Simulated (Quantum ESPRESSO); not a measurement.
Crystal: TiC.

```
Ti C
1.0
     0.00000    2.16572    2.16572
     2.16572    0.00000    2.16572
     2.16572    2.16572    0.00000
Ti C
1 1
Direct
  0.00000 0.00000 0.00000
  0.50000 0.50000 0.50000
```

The cell is a database's computed one.

```yaml
Program: Quantum ESPRESSO 7.5
Task: phonons
Functional: PBEsol
Potentials_or_basis: PseudoDojo 0.4 SR PBEsol stringent
Cutoff: 1143 eV
Density_cutoff: 4572 eV
k_mesh: 11 × 11 × 11
Occupations: methfessel-paxton, width 0.136 eV
Spin: no spin polarisation
Hubbard_terms: Ti d U = 5.3 eV
Start_of_the_occupations: default
Hubbard_projectors: atomic
Most_SCF_iterations: 120
SCF_threshold: 4e-10 Ry
Mixing_beta: 0.1
Diagonalization: rmm-davidson
```

At Γ the optical frequencies are 540 540 540 cm⁻¹, at a pressure of 2.8 GPa.

Question: How do the modes respond when the cell is scaled evenly, at fixed shape?

Answer: The highest mode has a Grüneisen parameter of 1.66 and moves by +3.9 cm⁻¹ per GPa. None of the listed modes softens on compression. The pressures give a bulk modulus of about 230 GPa.

Frequencies at 99 % and 101 % of the volume (pressures 5.2 and 0.6 GPa), ions relaxed:
```csv
mode,99 % (cm⁻¹),101 % (cm⁻¹),Grüneisen parameter
4,549.3,531.4,1.66
5,549.3,531.4,1.66
6,549.3,531.4,1.66
```

Modes are matched by their order; those that don't vary smoothly over the three volumes are left out.

Caveat: U without spin polarisation on a metal has little footing; the U is typed as a test and isn't derived for this compound.
